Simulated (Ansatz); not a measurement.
**GaAs: how the settings move a single-point run**

Question: which choices in the input matter for GaAs? The cell is built on a prototype (CsCl type) and needn't be the phase found in nature.

Method: reference: DFT, r2SCAN, plane waves, PAW, in Ansatz 0.2.0.

9 further runs of the same task are left out: 6 for a known fault of the program, 3 that didn't finish.

## 1. The structure to begin with

The structure is cubic, space group Pm-3m (No. 221). The conventional cell has a = 3.329 Å, b = 3.329 Å, c = 3.329 Å, α = 90.00°, β = 90.00°, γ = 90.00°. Ga (site symmetry m-3m) is surrounded by 8 As at 2.88 Å. As (site symmetry m-3m) is surrounded by 8 Ga at 2.88 Å.

Structure file:

```xyz
2
Lattice="3.3287 0.0000 0.0000 0.0000 3.3287 0.0000 0.0000 0.0000 3.3287" Properties=species:S:1:pos:R:3 pbc="T T T"
Ga    0.0000    0.0000    0.0000
As    1.6643    1.6643    1.6643
```

## 2. The reference run

File input.yaml:

```yaml
crystal:
  lattice:
    - [3.3286687154, 0.0, 0.0]
    - [0.0, 3.3286687154, 0.0]
    - [0.0, 0.0, 3.3286687154]
  atoms:
    - { symbol: Ga, position: [0.0, 0.0, 0.0] }
    - { symbol: As, position: [0.5, 0.5, 0.5] }
kpoints:
  mp_grid: { grid: [6, 6, 6] }
hamiltonian:
  xc: r2scan
scf:
  occupations: { method: fermi_dirac, width: 0.02 }
  n_extra_bands: 4
output:
  forces: true
  stress: true
  eigenvalues: true
```

Command:

```console
$ ansatz run input.yaml --threads 4 --pin off --max-ram 3686MiB --backend cpu --events-out ev --progress --plain --runs-dir out
```

## 3. Changing settings: occupations.method gaussian, occupations.width 0.5

Changes to input.yaml since step 2:

```diff
@@ -13,3 +13,3 @@
 scf:
-  occupations: { method: fermi_dirac, width: 0.02 }
+  occupations: { method: gaussian, width: 0.5 }
   n_extra_bands: 4
```

## 4. Changing settings: xc_grid 3

Changes to input.yaml since step 2:

```diff
@@ -19 +19,3 @@
   eigenvalues: true
+basis:
+  xc_grid: 3
```

## 5. Changing settings: occupations.method cold, occupations.width 0.2

Changes to input.yaml since step 2:

```diff
@@ -13,3 +13,3 @@
 scf:
-  occupations: { method: fermi_dirac, width: 0.02 }
+  occupations: { method: cold, width: 0.2 }
   n_extra_bands: 4
```

## 6. Variant: ecutwfc 300

Changes to input.yaml since step 2:

```diff
@@ -19 +19,3 @@
   eigenvalues: true
+basis:
+  ecutwfc: 300
```

## 7. Changing settings: mp_grid.grid [3, 3, 3]

Changes to input.yaml since step 2:

```diff
@@ -9,3 +9,3 @@
 kpoints:
-  mp_grid: { grid: [6, 6, 6] }
+  mp_grid: { grid: [3, 3, 3] }
 hamiltonian:
```

## 8. Changing settings: xc_grid 1

Changes to input.yaml since step 2:

```diff
@@ -19 +19,3 @@
   eigenvalues: true
+basis:
+  xc_grid: 1
```

**Question.** What will these runs give? Wanted: for each run, ending; energy change; pressure; gap; force.

The runs gave:

| run | ending | energy change | pressure (GPa) | gap (eV) | force (eV/Å) | cycles | time |
| --- | --- | --- | --- | --- | --- | --- | --- |
| reference | converged | 0 | 0.4 | 0.00 | 0.00 | 7 | 0.88 s |
| 1: occupations.method gaussian, occupations.width 0.5 | converged | +0.2 meV/atom (σ→0) | 0.6 | 0.00 | 0.00 | 7 | 0.9 s |
| 2: xc_grid 3 | converged | 0.0 meV/atom | 0.4 | 0.00 | 0.00 | 7 | 0.83 s |
| 3: occupations.method cold, occupations.width 0.2 | converged | -0.9 meV/atom (σ→0) | 0.5 | 0.00 | 0.00 | 7 | 0.88 s |
| 4: ecutwfc 300 | converged | +86.5 meV/atom | 0.7 | 0.00 | 0.00 | 6 | 0.53 s |
| 5: mp_grid.grid [3, 3, 3] | converged | +193.8 meV/atom | 5.5 | 0.00 | 0.00 | 7 | 0.51 s |
| 6: xc_grid 1 | converged | +0.2 meV/atom | 0.4 | 0.00 | 0.00 | 7 | 0.79 s |

Residual by cycle in the longest SCF loop of each run; runs are numbered as in the table. The quantity is the density residual dr2, in eV.

| cycle | reference | run 1 | run 2 | run 3 | run 4 | run 5 | run 6 |
| --- | --- | --- | --- | --- | --- | --- | --- |
| 1 | 0.012 | 0.0152 | 0.012 | 0.011 | 0.0106 | 0.0538 | 0.012 |
| 2 | 0.00122 | 0.00595 | 0.00123 | 0.00126 | 0.0022 | 0.00689 | 0.00122 |
| 3 | 3.4e-4 | 5.3e-4 | 3.4e-4 | 3.2e-4 | 7.7e-5 | 0.00154 | 3.4e-4 |
| 4 | 8.0e-5 | 1.1e-4 | 8.0e-5 | 5.9e-5 | 1.3e-5 | 9.9e-5 | 8.0e-5 |
| 5 | 1.7e-6 | 5.5e-6 | 1.7e-6 | 1.3e-6 | 9.9e-7 | 3.8e-7 | 1.7e-6 |
| 6 | 1.7e-7 | 4.6e-7 | 1.7e-7 | 1.5e-7 | 4.0e-8 | 1.8e-7 | 1.7e-7 |
| 7 | 5.0e-9 | 5.9e-9 | 5.0e-9 | 8.7e-9 | - | 3.9e-9 | 5.3e-9 |

**Reading.** Semilocal functionals close small gaps, so the missing gap need not be the real solid's. Run 4 ran under the cutoff that the potentials recommend, as the log warns, so basis error is mixed into its values, and swamps them where the cutoff is far short.
